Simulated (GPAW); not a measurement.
Runs of GPAW 26.7.0 on InAs. The structure is cubic, space group F-43m (No. 216). The conventional cell has a = 6.036 Å, b = 6.036 Å, c = 6.036 Å, α = 90.00°, β = 90.00°, γ = 90.00°. In (site symmetry -43m) has 4 As at 2.61 Å as nearest neighbours. As (site symmetry -43m) is surrounded by 4 In at 2.61 Å. 

```tsv
task	level	potentials or basis	spin	band path	band points	spin axis theta (degrees)	spin axis phi (degrees)	soc after scf	V0 of scaled cells (Å³/atom)	B0 (GPa)
equation of state	revPBE+D3(BJ)	the program's PAW data sets (release 1.2.1) made for this functional, pw	off	-	-	-	-	-	28.15	56
equation of state	BLYP+D3(BJ)	PAW data sets generated in the run's folder for this functional, pw	off	-	-	-	-	-	28.58	(b)
equation of state	PW91+D4	PAW data sets generated in the run's folder for this functional, pw	off	-	-	-	-	-	28.55	55
equation of state	BP86+D3	PAW data sets generated in the run's folder for this functional, pw	off	-	-	-	-	-	(a)	56
```

Alike in all rows: cell as given; k mesh 6 × 6 × 6; cutoff (eV) 600; smearing fermi-dirac 0.05 eV.

Q: Fill in the values left out.

A: (a) 28.21; (b) 54.
